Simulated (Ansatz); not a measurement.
# SiC (Moissanite): equation of state with BPBE

SiC (Moissanite):

```
Si C
1.0
     3.07600    0.00000    0.00000
    -1.53800    2.66389    0.00000
     0.00000    0.00000    5.04800
Si C
2 2
Direct
  0.66667 0.33333 0.50000
  0.33333 0.66667 0.00000
  0.66667 0.33333 0.88500
  0.33333 0.66667 0.38500
```

```
Program             : Ansatz 0.2.0
Task                : equation of state
Functional          : BPBE
Potentials or basis : Ansatz PAW
Cutoff              : 420 eV
Density cutoff      : 1680 eV
k mesh              : 10 × 10 × 5
Occupations         : fermi-dirac, width 0.05 eV
Spin                : no spin polarisation
```

```json
{"Equilibrium volume": "10.52 Å³/atom", "Bulk modulus at fixed shape and positions": "213 GPa", "Pressure derivative of the bulk modulus": "3.9"}
```

Energy against volume, from the lowest point:
| volume (Å³/atom) | energy (meV/atom) |
| --- | --- |
| 9.721 | 46.25 |
| 9.927 | 24.61 |
| 10.134 | 10.13 |
| 10.341 | 2.12 |
| 10.548 | 0.00 |
| 10.755 | 3.21 |
| 10.961 | 11.27 |

All runs of the series together: 6.8 s on 2 threads of AMD EPYC 7B13 (Zen 3), on a shared host.

Caveat: the potentials were made for another functional, which shifts forces and pressure; the cell was scaled at fixed shape and fractional positions, which overstates the stiffness of a crystal with free parameters, most of all of layers and chains.
